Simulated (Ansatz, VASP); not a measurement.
# In8Sb3As5 (random alloy of the zinc-blende InAs-InSb line, x = 0.375): VASP beside Ansatz, part 2 of 2

One calculation is typed for both programs; each brings its own data sets. How far apart do they land? Of the first pair: The structure shown is the start of the Ansatz relaxation below; VASP solves that cell, so the two are compared at the walk's first step.

VASP 6.6.1 and Ansatz 0.2.0.

So far: Starting point; Ansatz: relaxation, PBE.

### 3. VASP: single point, PBE, start cell, pair 1

Level of this step: PBE; plane waves and PAW (In_d, As, Sb) (VASP).

The same cell, functional, mesh and smearing now go to VASP, with its own data sets.

Lines of VASP's logs that name or quote its potential files are left out, and so is its time.

File INCAR:

```
SYSTEM = In8Sb3As5
PREC = Accurate
ENCUT = 400
EDIFF = 1E-06
NELM = 120
ISMEAR = -1
SIGMA = 0.025
LREAL = Auto
ALGO = Normal
GGA = PE
NBANDS = 336
LORBIT = 11
LWAVE = .FALSE.
LCHARG = .FALSE.
ISIF = 2
LASPH = .TRUE.
GGA_COMPAT = .FALSE.
EFERMI = MIDGAP
NCORE = 2
```

File POSCAR:

```
In8Sb3As5
1.0
   12.7100000000      0.0000000000      0.0000000000
    0.0000000000     12.7100000000      0.0000000000
    0.0000000000      0.0000000000     12.7100000000
In As Sb
32 20 12
Direct
    0.0025570417      0.9990401259      0.9991738788
    0.0027537372      0.2487962234      0.2505035405
    0.2494885917      0.9994020456      0.2517781275
    0.2500708104      0.2509205350      0.9982690795
    0.0014162077      0.9989221086      0.4998111723
    0.9989063729      0.2493784422      0.7489221086
    0.2482376082      0.0003697876      0.7526121164
    0.2488198269      0.2526593234      0.5000786782
    0.0001888277      0.5009677419      0.0004720692
    0.9996695515      0.7509205350      0.2513217939
    0.2488119591      0.5019669552      0.2508103855
    0.2517781275      0.7523918175      0.0034382376
    0.0002517703      0.5013768686      0.5005035405
    0.0003619197      0.7512037766      0.7496538159
    0.2503068450      0.5001888277      0.7489378442
    0.2518882769      0.7502911094      0.4994099135
    0.4994571204      0.0000708104      0.9990165224
    0.5006294256      0.2509284028      0.2482769473
    0.7495830055      0.0000472069      0.2478363493
    0.7505507474      0.2479386310      0.9999370574
    0.4999606609      0.9987804878      0.5019984264
    0.5025570417      0.2505271440      0.7481117231
    0.7480566483      0.0008733281      0.7512509835
    0.7512588513      0.2500708104      0.4997088906
    0.5008261212      0.5002202990      0.0001180173
    0.4995121951      0.7461683714      0.2516286389
    0.7497875688      0.4998111723      0.2500314713
    0.7503933910      0.7495279308      0.0007789142
    0.5034461054      0.4970180960      0.4989771833
    0.5000708104      0.7496380803      0.7521007081
    0.7480015736      0.5004878049      0.7507867821
    0.7508890637      0.7503776554      0.5004405980
    0.1233123525      0.1263571991      0.1213768686
    0.3767977970      0.3764201416      0.1257907160
    0.1235326515      0.1245790716      0.6258300551
    0.1236664044      0.3739417781      0.8749803304
    0.3739968529      0.3753029111      0.6283005507
    0.1264673485      0.8754523997      0.3763886703
    0.1218174666      0.6245161290      0.6263021243
    0.1246813533      0.8752871755      0.8756490952
    0.3739889851      0.8756726987      0.6251219512
    0.6260975610      0.1243036979      0.1269315500
    0.6252714398      0.3761683714      0.3735011802
    0.8724626279      0.3767584579      0.1256412274
    0.6263571991      0.3747206924      0.8740519276
    0.6259716758      0.6253737215      0.1260739575
    0.6284421715      0.8756884343      0.3748387097
    0.8732336743      0.6241935484      0.3734303698
    0.8747285602      0.8765538946      0.1253422502
    0.6264201416      0.6289771833      0.6246105429
    0.8770338316      0.6248308419      0.8740283242
    0.8748780488      0.8768292683      0.6255782848
    0.1246105429      0.3773013375      0.3717623918
    0.3732730134      0.1247285602      0.3736191975
    0.3761683714      0.1246970889      0.8736034618
    0.1244531865      0.6232022030      0.1244531865
    0.3745318647      0.6257671125      0.3748780488
    0.3728009441      0.8727301338      0.1242092840
    0.3755861526      0.6251927616      0.8767820614
    0.8754996066      0.1263335956      0.3736506688
    0.6281038552      0.1220771046      0.6269472856
    0.8740204563      0.1258221873      0.8732022030
    0.8748387097      0.3763729347      0.6261762392
    0.6245476003      0.8760660897      0.8745003934
```

File KPOINTS:

```
Automatic mesh
0
Gamma
1 1 1
0 0 0
```

Potentials, in the order of the species: In_d, As and Sb (PBE family, release 64).

Launch:

```
$ mpirun -np 8 vasp_gam
```

Numbers of over 12 decimals in the logs are rounded to 6 here.

Log:

```text
[banner, memory and clock lines left out]
running    8 mpi-ranks, on    1 nodes
[...]
LDA part: xc-table for (Slater+PW92), standard interpolation
 POSCAR, INCAR and KPOINTS ok, starting setup
[...]
entering main loop
       N       E                     dE             d eps       ncg     rms          rms(c)
DAV:   1     0.774040410625E+04    0.77404E+04   -0.21750E+05   696   0.177E+03
DAV:   2     0.141559399598E+04   -0.63248E+04   -0.62228E+04   672   0.524E+02
DAV:   3    -0.451618872010E+02   -0.14608E+04   -0.13837E+04   752   0.237E+02
DAV:   4    -0.227875982668E+03   -0.18271E+03   -0.17693E+03   808   0.814E+01
[...]
DAV:  16    -0.230474530136E+03   -0.18228E-05   -0.89592E-06   552   0.545E-03    0.815E-03
DAV:  17    -0.230474532482E+03   -0.23468E-05   -0.13142E-06   424   0.565E-03    0.963E-03
DAV:  18    -0.230474532340E+03    0.14272E-06   -0.72231E-07   384   0.369E-03
   1 F= -.23047453E+03 E0= -.23042782E+03  d E =-.934149E-01
```

From OUTCAR (step 3):

```text
  Total       14.4420617     14.7019469     14.3180128      1.8089677      1.3948418     -0.5099997
  in kB       11.2694605     11.4722547     11.1726624      1.4115775      1.0884259     -0.3979641
  external PRESSURE =      11.3047925 kB  Pullay stress =       0.0000000 kB

 POSITION                                       TOTAL-FORCE (eV/Angst)
 -----------------------------------------------------------------------------------
      0.03250     12.69780     12.69950         0.213302     -0.395846      0.465132
      0.03500      3.16220      3.18390        -0.214051      0.075844     -1.331490
      3.17100     12.70240      3.20010        -1.173550     -0.020857     -0.315036
      3.17840      3.18920     12.68800        -0.424261      0.546587      0.585128
      0.01800     12.69630      6.35260         0.377488     -0.395031      0.517288
     12.69610      3.16960      9.51880         1.184384      0.048908      0.020979
      3.15510      0.00470      9.56570        -0.509567     -0.580509     -0.709164
      3.16250      3.21130      6.35600         0.038846     -0.133593      1.062689
      0.00240      6.36730      0.00600        -0.707370     -0.775771     -0.662391
     12.70580      9.54420      3.19430        -0.484341      0.460303      0.446187
      3.16240      6.38000      3.18780         0.807366     -0.578718     -0.693793
      3.20010      9.56290      0.04370        -0.951177      0.035592     -0.969770
      0.00320      6.37250      6.36140        -0.101726      0.987010     -0.097386
      0.00460      9.54780      9.52810        -0.093144      0.018093      0.032160
[...]
-----------------------------------------------------------------------------------
    total drift:                                0.014973      0.009161     -0.004738

  FREE ENERGIE OF THE ION-ELECTRON SYSTEM (eV)
  ---------------------------------------------------
  free  energy   TOTEN  =      -230.4745323397 eV

  energy  without entropy=     -230.3811174480  energy(sigma->0) =     -230.42782489

[... 2 further parts left out ...]
```

The run ends at a pressure of 1.13 GPa, with forces up to 1.4 eV/Å.

### 4. Side by side

Known differences besides the potentials themselves: the data sets hold 896 valence electrons in Ansatz (on its default PAW (the set named soft_2) files) and 576 in VASP; the cutoff is 420 eV in Ansatz and 400 eV in VASP (PREC = Accurate, projectors in real space). Total energies have different zeros and are not compared.

Forces on 10 of the 64 atoms, those with the largest forces and the largest differences (eV/Å; atoms numbered as in POSCAR):

```
atom          Ansatz x, y, z            VASP x, y, z
 In2   -0.213, 0.074, -1.335   -0.214, 0.076, -1.331
 In3  -1.177, -0.021, -0.314  -1.174, -0.021, -0.315
 In9  -0.709, -0.777, -0.664  -0.707, -0.776, -0.662
In12   -0.953, 0.036, -0.974   -0.951, 0.036, -0.970
In23   0.928, -0.804, -0.423   0.927, -0.805, -0.420
In26    1.289, 0.438, -0.214    1.284, 0.437, -0.213
In30   -0.052, 0.041, -1.268   -0.053, 0.042, -1.262
As46  -0.033, -0.063, -0.055  -0.039, -0.066, -0.061
As47  -0.315, -0.106, -0.038  -0.306, -0.103, -0.043
As49   0.102, -0.117, -0.062   0.102, -0.128, -0.063
```

The forces differ by 3.0 meV/Å r.m.s., which is 0.7 % of the r.m.s. force of 0.433 eV/Å (both taken over all components).

### 5. Ansatz: relaxation, PBE

This run makes the geometry at which the two programs are then compared. The cell compared in this pair holds 2082.75 Å³, against 2053.23 Å³ for the pair before.

The structure compared here is the end of the Ansatz relaxation.

This is the run of step 2 again, met here at its other cell.

### 6. VASP: single point, PBE, relaxed cell, pair 2

The same cell, functional, mesh and smearing now go to VASP, with its own data sets.

Edit INCAR of step 3 so:

```diff
@@ -2,3 +2,3 @@
 PREC = Accurate
-ENCUT = 400
+ENCUT = 500
 EDIFF = 1E-06
```

File POSCAR:

```
In8Sb3As5
1.0
   12.7492540000     -0.0653550000      0.0242240000
   -0.0653550000     12.7584380000      0.0385450000
    0.0242240000      0.0385450000     12.8047770000
In As Sb
32 20 12
Direct
    0.0043700000      0.9929100000      0.0054500000
    0.9984500000      0.2516200000      0.2364300000
    0.2361700000      0.0014600000      0.2518300000
    0.2442900000      0.2560000000      0.0048700000
    0.0042600000      0.9963800000      0.5063400000
    0.0117000000      0.2491600000      0.7489900000
    0.2472000000      0.9936400000      0.7457200000
    0.2519200000      0.2498200000      0.5120700000
    0.9932600000      0.4946900000      0.9917500000
    0.9941700000      0.7554300000      0.2573300000
    0.2591700000      0.4961400000      0.2413200000
    0.2452900000      0.7568400000      0.9904800000
    0.9999500000      0.5155800000      0.4974000000
    0.9983500000      0.7481100000      0.7515000000
    0.2429500000      0.4960200000      0.7436600000
    0.2430700000      0.7539000000      0.5030700000
    0.5087900000      0.0089900000      0.0032400000
    0.5050300000      0.2550000000      0.2462800000
    0.7456500000      0.9937700000      0.2434600000
    0.7454100000      0.2563100000      0.0033900000
    0.4997800000      0.9867100000      0.4960500000
    0.5014800000      0.2634300000      0.7521300000
    0.7604900000      0.9951300000      0.7407900000
    0.7465400000      0.2585100000      0.4905300000
    0.5060700000      0.4984100000      0.0061600000
    0.5133100000      0.7480400000      0.2481300000
    0.7535400000      0.5011500000      0.2512200000
    0.7588200000      0.7430100000      0.0057400000
    0.5063400000      0.4949200000      0.5056500000
    0.4999700000      0.7496000000      0.7360900000
    0.7446400000      0.5083400000      0.7570500000
    0.7511600000      0.7488100000      0.4999500000
    0.1219000000      0.1248100000      0.1236200000
    0.3787600000      0.3725500000      0.1232400000
    0.1267000000      0.1210000000      0.6280500000
    0.1240700000      0.3751000000      0.8758600000
    0.3746800000      0.3774200000      0.6284500000
    0.1201600000      0.8750800000      0.3798100000
    0.1221000000      0.6281500000      0.6277700000
    0.1201600000      0.8752100000      0.8719400000
    0.3711400000      0.8723300000      0.6231100000
    0.6275300000      0.1288500000      0.1286800000
    0.6241500000      0.3795500000      0.3718400000
    0.8715600000      0.3774300000      0.1237900000
    0.6248900000      0.3796200000      0.8797700000
    0.6311400000      0.6216100000      0.1276500000
    0.6289800000      0.8704000000      0.3755100000
    0.8712900000      0.6281200000      0.3759100000
    0.8750200000      0.8723200000      0.1279000000
    0.6267800000      0.6245900000      0.6242100000
    0.8746300000      0.6247100000      0.8760900000
    0.8784500000      0.8683000000      0.6236000000
    0.1239300000      0.3754000000      0.3763200000
    0.3739200000      0.1249000000      0.3759700000
    0.3715600000      0.1276500000      0.8762200000
    0.1199100000      0.6249800000      0.1244400000
    0.3771300000      0.6247200000      0.3789900000
    0.3741400000      0.8767300000      0.1278600000
    0.3747500000      0.6221000000      0.8730600000
    0.8746900000      0.1219500000      0.3733300000
    0.6227100000      0.1248200000      0.6241500000
    0.8767600000      0.1245100000      0.8793000000
    0.8746500000      0.3797500000      0.6279900000
    0.6282400000      0.8710200000      0.8756800000
```

KPOINTS is that of step 3.

Launch:

```
$ mpirun -np 8 vasp_gam
```

Log:

```text
[... set-up lines as in an earlier step ...]
 entering main loop
       N       E                     dE             d eps       ncg     rms          rms(c)
DAV:   1     0.827466911972E+04    0.82747E+04   -0.24739E+05   672   0.201E+03
DAV:   2     0.159392387687E+04   -0.66807E+04   -0.65758E+04   672   0.581E+02
DAV:   3    -0.118542362699E+02   -0.16058E+04   -0.15193E+04   752   0.253E+02
DAV:   4    -0.228010326700E+03   -0.21616E+03   -0.20678E+03   808   0.887E+01
[...]
DAV:  17    -0.232962335932E+03   -0.17704E-05   -0.13944E-06   456   0.534E-03    0.579E-03
DAV:  18    -0.232962337077E+03   -0.11453E-05   -0.16109E-06   472   0.348E-03    0.787E-04
DAV:  19    -0.232962337054E+03    0.22555E-07   -0.21904E-07   384   0.213E-03
   1 F= -.23296234E+03 E0= -.23294193E+03  d E =-.408190E-01
```

OUTCAR, selected parts (step 6):

```text
  Total        0.2909134     -0.0869434      0.4157565     -0.0689096      0.0049865      0.1117044
  in kB        0.2237881     -0.0668821      0.3198249     -0.0530094      0.0038359      0.0859298
  external PRESSURE =       0.1589103 kB  Pullay stress =       0.0000000 kB

 POSITION                                       TOTAL-FORCE (eV/Angst)
 -----------------------------------------------------------------------------------
     -0.00905     12.66791      0.10816         0.014387      0.011456     -0.013249
     12.71878      3.15414      3.06132         0.004271      0.005507     -0.016448
      3.01700      0.01290      3.23040         0.002424      0.021845     -0.009191
      3.09790      3.25038      0.07814         0.002862      0.008702      0.003059
      0.00146     12.73149      6.52208        -0.001903      0.015695     -0.015998
      0.15103      3.20700      9.60054        -0.002394      0.011877     -0.016096
      3.10474     12.68988      9.59307        -0.000496      0.021758     -0.002116
      3.20787      3.19059      6.57267        -0.005877      0.016307     -0.007275
     12.65502      6.28478     12.74227         0.011478      0.010914     -0.002908
     12.63179      9.58305      3.34825         0.013679      0.007368     -0.001441
      3.27764      6.32234      3.11545         0.010403      0.018855     -0.010524
      3.10179      9.67824     12.71799         0.001560      0.010263     -0.005837
     12.72697      6.53182      6.41319        -0.001939      0.006019     -0.015441
     12.69753      9.50843      9.67581         0.002158      0.011938      0.000234
[...]
-----------------------------------------------------------------------------------
    total drift:                               -0.005559      0.006132     -0.035350

  FREE ENERGIE OF THE ION-ELECTRON SYSTEM (eV)
  ---------------------------------------------------
  free  energy   TOTEN  =      -232.9623370543 eV

  energy  without entropy=     -232.9215180081  energy(sigma->0) =     -232.94192753

[... 1 part as in an earlier step ...]

[... 1 further part left out ...]
```

The run ends at a pressure of 0.02 GPa, with forces up to 0.036 eV/Å.

### 7. Side by side

What differs besides the data sets and the points named for the pairs above, as far as they apply: the data sets hold 896 valence electrons in Ansatz (on its default PAW (the set named soft_2) files) and 576 in VASP; the cutoff is 420 eV in Ansatz and 500 eV in VASP (PREC = Accurate, projectors in real space). Total energies have different zeros and are not compared.

Compared:

```
              quantity  Ansatz   VASP  difference
        pressure (GPa)    0.00   0.02       -0.02
gap on the k mesh (eV)   0.107  0.106       0.000
```

The largest component of a force difference here is 15 meV/Å. A gap on the mesh is an upper bound, since the band edges may lie between its points.

### 8. What came out

```yaml
r_m_s_force_difference_single_point_pbe_start_cell_pair_1: 0.69 % of the r.m.s. force
difference_in_gap_on_the_k_mesh_single_point_pbe_relaxed_cell_pair_2: 3.0e-4 eV
```

What this shows: The r.m.s. force difference is 0.69 % of the r.m.s. force (single point, PBE, start cell, pair 1), within the 3 % picked in this series as the mark of a large difference. The data sets hold unlike numbers of valence electrons (896 in Ansatz and 576 in VASP), so part of the differences may come from the potentials. Such differences can come from data sets, numerical settings and the points named under the comparisons, not from the functional's error against experiment.

[Lines on the potential files, build, host, timing and source positions are cut from VASP's logs without a mark.]

[Logs are printed without paths, hosts, clocks, repeated set-up lines and the standing remarks that a program may print on its own settings, such as how far it seeks lower states.]

[Hosts, paths, dates, database ids (printed as entryN), source tags and the programs' standing remarks are cut or masked in the printed files.]
